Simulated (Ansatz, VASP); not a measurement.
## One calculation of I, two programs

```
CELL_PARAMETERS angstrom
0.00000 2.38127 3.93573
2.20676 0.00000 3.93573
2.20676 2.38127 0.00000
ATOMIC_POSITIONS crystal
I 0.00000 0.00000 0.00000
```

Change from the starting cell: volume scaled by 1.02.

Alike in both runs: task single point; functional LDA; k mesh 9 × 9 × 9; occupations fermi-dirac, width 0.05 eV; no spin polarisation.

|  | VASP | Ansatz |
| --- | --- | --- |
| version | VASP 6.6.1 | Ansatz 0.2.0 |
| potentials or method | VASP PAW LDA potentials, release 64 (I), cutoff 520 eV | all-electron LAPW, scalar-relativistic |

|  | VASP | Ansatz | Ansatz less VASP |
| --- | --- | --- | --- |
| gap on the k mesh at the Fermi level (eV) | none | none | - |
| pressure (GPa) | -2.7 | -2.7 | +0.02 |
| largest component of the traceless stress (GPa) | 1.59 | 1.60 | +0.002 |

A gap of «none» marks a metal or a gap that the smearing closes. Ansatz ran all-electron here, so the differences hold the error of VASP's frozen core and of both bases.

Caveats: an odd number of electrons without spin polarisation forces a metal; a magnetic or distorted state may lie lower. Spin-orbit coupling is left out, which matters for the levels of I.
